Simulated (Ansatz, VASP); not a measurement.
Two plane-wave programs on Ge

File INCAR:

```
PREC = Accurate
ENCUT = 520
EDIFF = 1E-6
ISMEAR = -1
SIGMA = 0.05
LREAL = F
LASPH = T
NELM = 80
ALGO = Normal
ISIF = 2
LWAVE = F
LCHARG = T
GGA = PE
LELF = T
LVHAR = T
NBANDS = 13
```

File KPOINTS:

```
Automatic mesh
0
Gamma
  10 10 10
```

Contents of POSCAR:

```
Ge
1.0
    2.7636299668      0.0000000000      0.0000000000
    0.0000000000      2.7636299668      0.0000000000
    0.0000000000      0.0000000000      2.7636299668
Ge
1
Direct
    0.0000000000      0.0000000000      0.0000000000
```

Contents of input.yaml:

```yaml
crystal:
  lattice:
    - [2.7636299668, 0.0, 0.0]
    - [0.0, 2.7636299668, 0.0]
    - [0.0, 0.0, 2.7636299668]
  atoms:
    - { symbol: Ge, position: [0.0, 0.0, 0.0] }
hamiltonian:
  xc: pbe
  pseudopotentials: { kind: paw }
kpoints:
  mp_grid: { grid: [10, 10, 10] }
scf:
  occupations: { method: fermi_dirac, width: 0.05 }
output:
  forces: true
  stress: true
  eigenvalues: true
  write_density: true
  write_potential: true
  elf: true
  volumetric_format: npy
```

The cell was built by a generator and needn't be a form met in nature.

Alike in both runs: task single point; functional PBE; k mesh 10 × 10 × 10; occupations fermi-dirac, width 0.05 eV; no spin polarisation.

|  | VASP | Ansatz |
| --- | --- | --- |
| version | VASP 6.6.1 | Ansatz 0.2.0 |
| potentials or method | VASP PAW PBE potentials, release 64 (Ge_d) | Ansatz PAW |
| plane-wave cutoff (eV) | 520 | 420 |
| valence electrons in the cell | 14 | 14 |

VASP gave:

```
gap on the k mesh at the Fermi level (eV) : none
pressure (GPa)                            : -4.0
```

Q: What did Ansatz give for the same quantities?

A: gap on the k mesh at the Fermi level (eV): none; pressure (GPa): -3.9.

A gap of «none» marks a metal or a gap that the smearing closes. With one functional, cell and mesh, what is left measures potentials, basis and numerics.
